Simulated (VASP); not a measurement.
# SiC (Moissanite 3C) (F-43m) in VASP: further runs

One crystal, SiC (Moissanite 3C), is run at these levels: PBE0, PBEsol0, HSE03, PBE; tasks: band structure.

All numbers are computed with VASP 6.6.1; they aren't measurements. Logs are shortened: lines on timing, memory, paths and dates and some standing lists are left out, and cuts for length are marked.

**Experimental background.**

From “Insight into the structural, elastic and electronic properties of a new orthorhombic 6O-SiC polytype”, 2020, pmc:7200658, for a bulk crystal of SiC: band gap 2.4 eV (indirect).

The runs below are set against these values where they give the same quantity.

### Step 1. Starting point

The structure is cubic, space group F-43m (No. 216). The conventional cell has a = 4.358 Å, b = 4.358 Å, c = 4.358 Å, α = 90.00°, β = 90.00°, γ = 90.00°. Around Si (site symmetry -43m) lie 4 C at 1.89 Å. C (site symmetry -43m) is surrounded by 4 Si at 1.89 Å.

### Step 2. Band structure, PBE0

The input, POSCAR:

```
SiC
1.0
    0.0000000000      2.1790000000      2.1790000000
    2.1790000000      0.0000000000      2.1790000000
    2.1790000000      2.1790000000      0.0000000000
Si C
1 1
Direct
    0.0000000000      0.0000000000      0.0000000000
    0.7500000000      0.7500000000      0.7500000000
```

The input, INCAR.step1:

```
ALGO = Normal
EDIFF = 1E-5
ENCUT = 520
GGA = PE
ISIF = 2
ISMEAR = 0
KPAR = 4
LASPH = T
LCHARG = F
LREAL = F
LWAVE = T
NELM = 80
PREC = Accurate
SIGMA = 0.02
```

The input, INCAR.step2:

```
AEXX = 0.25
ALGO = Normal
EDIFF = 1E-7
ENCUT = 520
GGA = PE
HFRCUT = -1
ISIF = 2
ISMEAR = 0
ISTART = 1
KPAR = 4
LASPH = T
LCHARG = F
LHFCALC = T
LREAL = F
LWAVE = F
NELM = 80
PREC = Accurate
PRECFOCK = Fast
SIGMA = 0.02
```

The input, KPOINTS:

```
k-points
0
Gamma
  8 8 8
```

The input, KPOINTS_OPT:

```
path GXWKGLUWLK,UX
8
line-mode
reciprocal
 0.0000000000  0.0000000000  0.0000000000  G
 0.5000000000  0.0000000000  0.5000000000  X

 0.5000000000  0.0000000000  0.5000000000  X
 0.5000000000  0.2500000000  0.7500000000  W

 0.5000000000  0.2500000000  0.7500000000  W
 0.3750000000  0.3750000000  0.7500000000  K

 0.3750000000  0.3750000000  0.7500000000  K
 0.0000000000  0.0000000000  0.0000000000  G

 0.0000000000  0.0000000000  0.0000000000  G
 0.5000000000  0.5000000000  0.5000000000  L

 0.5000000000  0.5000000000  0.5000000000  L
 0.6250000000  0.2500000000  0.6250000000  U

 0.6250000000  0.2500000000  0.6250000000  U
 0.5000000000  0.2500000000  0.7500000000  W

 0.5000000000  0.2500000000  0.7500000000  W
 0.5000000000  0.5000000000  0.5000000000  L

 0.5000000000  0.5000000000  0.5000000000  L
 0.3750000000  0.3750000000  0.7500000000  K

 0.6250000000  0.2500000000  0.6250000000  U
 0.5000000000  0.0000000000  0.5000000000  X
```

Potentials or basis: VASP PAW PBE potentials, release 64 (Si, C).

Started as:

```console
$ cat potpaw_PBE.64/Si/POTCAR potpaw_PBE.64/C/POTCAR > POTCAR
$ cp INCAR.step1 INCAR
$ mpirun -np 4 vasp_std > vasp.out
$ cp INCAR.step2 INCAR
$ mpirun -np 4 vasp_std > vasp.out
```

OUTCAR:

```text
AEXX = 0.25
   EDIFF = 1E-7
   ENCUT = 520
   GGA = PE
   ISIF = 2
   ISMEAR = 0
   ISTART = 1
   LASPH = T
   LHFCALC = T
   LREAL = F
   NELM = 80
   PREC = Accurate
   PRECFOCK = Fast

 ion  position               nearest neighbor table
   1  0.000  0.000  0.000-   2 1.89   2 1.89   2 1.89   2 1.89
   2  0.750  0.750  0.750-   1 1.89   1 1.89   1 1.89   1 1.89

  LATTYP: Found a face centered cubic cell.
 ALAT       =     4.3580000000

  Lattice vectors:

 A1 = (   0.0000000000,   2.1790000000,   2.1790000000)
 A2 = (   2.1790000000,   0.0000000000,   2.1790000000)
 A3 = (   2.1790000000,   2.1790000000,   0.0000000000)

Analysis of symmetry for initial positions (statically):
=====================================================================
 Subroutine PRICEL returns:
 Original cell was already a primitive cell.

 Routine SETGRP: Setting up the symmetry group for a
 face centered cubic supercell.

 Subroutine GETGRP returns: Found 24 space group operations
 (whereof 24 operations were pure point group operations)
 out of a pool of 48 trial point group operations.

The static configuration has the point symmetry T_d .

Analysis of symmetry for dynamics (positions and initial velocities):
=====================================================================
 Subroutine PRICEL returns:
 Original cell was already a primitive cell.

 Routine SETGRP: Setting up the symmetry group for a
 face centered cubic supercell.

 Subroutine GETGRP returns: Found 24 space group operations
 (whereof 24 operations were pure point group operations)
 out of a pool of 48 trial point group operations.

The dynamic configuration has the point symmetry T_d .

 Subroutine INISYM returns: Found 24 space group operations
 (whereof 24 operations are pure point group operations),
 and found     1 'primitive' translations

----------------------------------------------------------------------------------------

                                     Primitive cell

  volume of cell :      20.6920

  direct lattice vectors                    reciprocal lattice vectors
     0.000000000  2.179000000  2.179000000    -0.229463056  0.229463056  0.229463056
     2.179000000  0.000000000  2.179000000     0.229463056 -0.229463056  0.229463056
     2.179000000  2.179000000  0.000000000     0.229463056  0.229463056 -0.229463056

  length of vectors
     3.081571352  3.081571352  3.081571352     0.397441672  0.397441672  0.397441672

  position of ions in fractional coordinates (direct lattice)
     0.000000000  0.000000000  0.000000000
     0.750000000  0.750000000  0.750000000

  ion indices of the primitive-cell ions
   primitive index   ion index
                 1           1
                 2           2

----------------------------------------------------------------------------------------

 KPOINTS: k-points

Automatic generation of k-mesh.
 Grid dimensions read from file:
 generate k-points for:    8    8    8

 Generating k-lattice:

  Cartesian coordinates                     Fractional coordinates (reciprocal lattice)
    -0.028682882  0.028682882  0.028682882     0.125000000  0.000000000  0.000000000
     0.028682882 -0.028682882  0.028682882     0.000000000  0.125000000  0.000000000
     0.028682882  0.028682882 -0.028682882     0.000000000  0.000000000  0.125000000

  Length of vectors
     0.049680209  0.049680209  0.049680209

  Shift w.r.t. Gamma in fractional coordinates (k-lattice)
     0.000000000  0.000000000  0.000000000

 Subroutine IBZKPT returns following result:
 ===========================================

 Found     29 irreducible k-points:

 Following reciprocal coordinates:
            Coordinates               Weight
  0.000000  0.000000  0.000000      1.000000
  0.125000  0.000000  0.000000      8.000000
  0.250000  0.000000  0.000000      8.000000
  0.375000  0.000000  0.000000      8.000000
  0.500000  0.000000  0.000000      4.000000
  0.125000  0.125000  0.000000      6.000000
[... 16 lines left out ...]
  0.500000  0.250000  0.125000     48.000000
 -0.375000  0.250000  0.125000     24.000000
 [... further k-points ...]
   k-points           NKPTS =     29   k-points in BZ     NKDIM =    512   number of bands    NBANDS=      8
   number of dos      NEDOS =    301   number of ions     NIONS =      2
   total plane-waves  NPLWV =  13824
   dimension x,y,z NGX =    24 NGY =   24 NGZ =   24
   dimension x,y,z NGXF=    48 NGYF=   48 NGZF=   48
   ions per type =               1   1
   NGX,Y,Z   is equivalent  to a cutoff of  12.95, 12.95, 12.95 a.u.
   NGXF,Y,Z  is equivalent  to a cutoff of  25.90, 25.90, 25.90 a.u.
 SYSTEM =  unknown system
   PREC   = accura    normal or accurate (medium, high low for compatibility)
   ISTART =      1    job   : 0-new  1-cont  2-samecut
   ICHARG =      0    charge: 1-file 2-atom 10-const
   ISPIN  =      1    spin polarized calculation?
   LNONCOLLINEAR =      F non collinear calculations
   LSORBIT =      F    spin-orbit coupling
   LASPH  =      T    aspherical Exc in radial PAW
   ENCUT  =  520.0 eV  38.22 Ry    6.18 a.u.   5.73  5.73  5.73*2*pi/ulx,y,z
   NELM   =     80;   NELMIN=  2; NELMDL=  0     # of ELM steps
   EDIFF  = 0.1E-06   stopping-criterion for ELM
   LREAL  =      F    real-space projection
   EDIFFG = 0.1E-05   stopping-criterion for IOM
   NSW    =      0    number of steps for IOM
   IBRION =     -1    ionic relax: 0-MD 1-quasi-New 2-CG
   NFREE  =      0    steps in history (QN), initial steepest desc. (CG)
   ISIF   =      2    stress and relaxation
   ISYM   =      3    0-nonsym 1-usesym 2-fastsym
   POTIM  = 0.5000    time-step for ionic-motion
   TEBEG  =    0.0;   TEEND  =   0.0 temperature during run
   PSTRESS=    0.0 pullay stress
   NELECT =       8.0000    total number of electrons
   NUPDOWN=      -1.0000    fix difference up-down
   EMIN   =  10.00;   EMAX   =-10.00  energy-range for DOS
   EFERMI =   0.00;   METHOD = LEGACY
   ISMEAR =     0;   SIGMA  =   0.02  broadening in eV -4-tet -1-fermi 0-gaus
   EFERMI_NEDOS =   21; number of points for ismear=-14 and -15
   IALGO  =     38    algorithm
   IMIX   =      1    mixing-type and parameters
     AMIX     =   0.40;   BMIX     =  1.00
     AMIX_MAG =   1.60;   BMIX_MAG =  1.00
  volume/ion in A,a.u.               =      10.35        69.82
  Fermi-wavevector in a.u.,A,eV,Ry     =   1.192626  2.253736 19.352338  1.422357
  Thomas-Fermi vector in A             =   2.328660
   LORBIT       =      0    0 simple, 1 ext, 2 COOP (PROOUT), +10 PAW based schemes
   GGA     = PE    functional components
   LHFCALC =     T    Hartree Fock is set to
   PRECFOCK=fast      Normal, Fast or Accurate (Low or Medium for compatibility)
   ENCUT4O =  -1.0   cutoff for four orbital integrals eV
   NKREDX  =     1    reduce k-point grid by
   NKREDY  =     1    reduce k-point grid by
   NKREDZ  =     1    reduce k-point grid by
   AEXX    =    0.2500 exact exchange contribution
   HFSCREEN=    0.0000 screening length (either q_TF or 0.3 A-1)
   HFSCREENC=   0.0000 screening length for correlation (either q_TF or 0.3 A-1)
   ENCUTFOCK=  -1.0 apply spherical cutoff to Coloumb kernel
   IVDW    =     0    specifies the selected vdW correction
   LEPSILON=     F    determine dielectric tensor
   LRPA    =     F    only Hartree local field effects (RPA)
 non-spin polarized calculation
 Gauss-broadening in eV      SIGMA  =   0.02
  energy-cutoff  :      520.00
  volume of cell :       20.69
 maximum number of plane-waves:       568
  NGX = 14; NGY = 14; NGZ = 14

 number of electron       8.0000001 magnetization

 Free energy of the ion-electron system (eV)
  ---------------------------------------------------
  ext. energy  EPLUGINS =         0.00000000
  ---------------------------------------------------
  free energy    TOTEN  =       -18.47129613 eV

  energy without entropy =      -18.47129613  energy(sigma->0) =      -18.47129613

 E-fermi :   7.2320     XC(G=0):  -8.9502

 val. band max:        7.1171722336   @ k =   0.0000   0.0000   0.0000
 cond. band min:      10.0719685490   @ k =   0.5000   0.5000   0.0000
 fundamental gap:      2.9547963154
 Fermi energy:         7.2320019222

 k-point     1 :       0.0000    0.0000    0.0000
  band No.  band energies     occupation
      1      -9.9269      2.00000
      2       7.1172      2.00000
      3       7.1172      2.00000
      4       7.1172      2.00000
      5      15.3954      0.00000
      6      16.4485      0.00000
      7      16.4485      0.00000
      8      16.4485      0.00000

 k-point     2 :       0.1250    0.0000    0.0000
  band No.  band energies     occupation
      1      -9.5972      2.00000
      2       5.4923      2.00000
      3       6.8972      2.00000
      4       6.8972      2.00000
      5      15.6037      0.00000
      6      16.8387      0.00000
      7      16.8387      0.00000
      8      17.0765      0.00000

 k-point     3 :       0.2500    0.0000    0.0000
  band No.  band energies     occupation
      1      -8.6278      2.00000
      2       2.3720      2.00000
      3       6.4493      2.00000
      4       6.4493      2.00000
      5      15.0751      0.00000
      6      17.1081      0.00000
      7      17.1081      0.00000
      8      18.7657      0.00000
[... 210 lines left out ...]
 k-point    23 :       0.5000    0.2500    0.1250
  band No.  band energies     occupation
      1      -6.3780      2.00000
      2      -0.0831      2.00000
      3       3.1653      2.00000
      4       5.0175      2.00000
      5      14.3144      0.00000
      6      16.7595      0.00000
      7      18.5316      0.00000
      8      19.8734      0.00000

 k-point    24 :      -0.3750    0.2500    0.1250
  band No.  band energies     occupation
      1      -5.3702      2.00000
      2      -1.5076      2.00000
      3       3.0375      2.00000
      4       4.6513      2.00000
      5      14.2487      0.00000
      6      16.4217      0.00000
      7      19.5733      0.00000
      8      20.5081      0.00000

 [... further k-points ...]

------------------------ aborting loop because EDIFF is reached ----------------------------------------

  FORCE on cell =-STRESS in cart. coord.  units (eV):
  Direction    XX          YY          ZZ          XY          YZ          ZX
  --------------------------------------------------------------------------------------
  -------------------------------------------------------------------------------------
  Total       -0.2534051     -0.2534051     -0.2534051      0.0000000      0.0000000      0.0000000
  in kB      -19.6211396    -19.6211396    -19.6211396      0.0000000      0.0000000      0.0000000
  external PRESSURE =     -19.6211396 kB  Pullay stress =       0.0000000 kB

 VOLUME and BASIS-vectors are now :
 -----------------------------------------------------------------------------
  energy-cutoff  :      520.00
  volume of cell :       20.69
      direct lattice vectors                 reciprocal lattice vectors
     0.000000000  2.179000000  2.179000000    -0.229463056  0.229463056  0.229463056
     2.179000000  0.000000000  2.179000000     0.229463056 -0.229463056  0.229463056
     2.179000000  2.179000000  0.000000000     0.229463056  0.229463056 -0.229463056

 POSITION                                       TOTAL-FORCE (eV/Angst)
 -----------------------------------------------------------------------------------
      0.00000      0.00000      0.00000        -0.000000     -0.000000     -0.000000
      3.26850      3.26850      3.26850         0.000000      0.000000      0.000000
 -----------------------------------------------------------------------------------
    total drift:                               -0.000001      0.000000     -0.000000

  FREE ENERGIE OF THE ION-ELECTRON SYSTEM (eV)
  ---------------------------------------------------
  free  energy   TOTEN  =       -18.4712961324 eV

  energy  without entropy=      -18.4712961324  energy(sigma->0) =      -18.47129613
```

Wall time 4.6 min (4 MPI ranks of Intel Xeon Platinum 8488C (Sapphire Rapids), shared host); peak memory 0.19 GiB.

Results:

```yaml
Free_energy: -18.4713 eV
Pressure: -2.0 GPa
Band_gap_on_the_k_mesh: 2.95 eV, indirect (least direct gap 6.47 eV)
Band_gap_along_the_path: 2.95 eV, indirect (least direct gap 6.47 eV)
```

Levels at the corners of the path, in eV from the valence-band top:
```csv
point,band 1,band 2,band 3,band 4,band 5,band 6,band 7,band 8
Γ,-17.04,0.00,0.00,0.00,8.28,9.33,9.33,9.33
X,-11.63,-8.59,-3.51,-3.51,2.95,6.11,16.72,16.75
X,-11.63,-8.59,-3.51,-3.51,2.95,6.11,16.72,16.74
W,-11.38,-7.73,-5.49,-5.10,7.10,11.69,11.81,11.81
W,-11.38,-7.73,-5.49,-5.10,7.10,11.69,11.81,11.81
K,-11.63,-8.01,-6.08,-2.86,4.83,9.84,14.30,15.00
K,-11.63,-8.01,-6.08,-2.86,4.83,9.84,14.30,14.98
Γ,-17.04,0.00,0.00,0.00,8.28,9.33,9.33,9.33
Γ,-17.04,0.00,0.00,0.00,8.28,9.33,9.33,9.33
L,-13.19,-9.41,-1.16,-1.16,7.38,9.23,9.23,12.32
L,-13.19,-9.41,-1.16,-1.16,7.38,9.23,9.23,12.32
U,-11.63,-8.01,-6.08,-2.86,4.83,9.84,14.30,15.00
U,-11.63,-8.01,-6.08,-2.86,4.83,9.84,14.30,14.99
W,-11.38,-7.73,-5.49,-5.10,7.10,11.69,11.81,11.81
W,-11.38,-7.73,-5.49,-5.10,7.10,11.69,11.81,11.81
L,-13.19,-9.41,-1.16,-1.16,7.38,9.23,9.23,12.32
L,-13.19,-9.41,-1.16,-1.16,7.38,9.23,9.23,12.32
K,-11.63,-8.01,-6.08,-2.86,4.83,9.84,14.30,14.99
U,-11.63,-8.01,-6.08,-2.86,4.83,9.84,14.30,14.98
X,-11.63,-8.59,-3.51,-3.51,2.95,6.11,16.72,16.81
```

Caveat: the PAW data sets were made with another functional, which shifts forces and pressure a little.

[end of part 1 of 4]
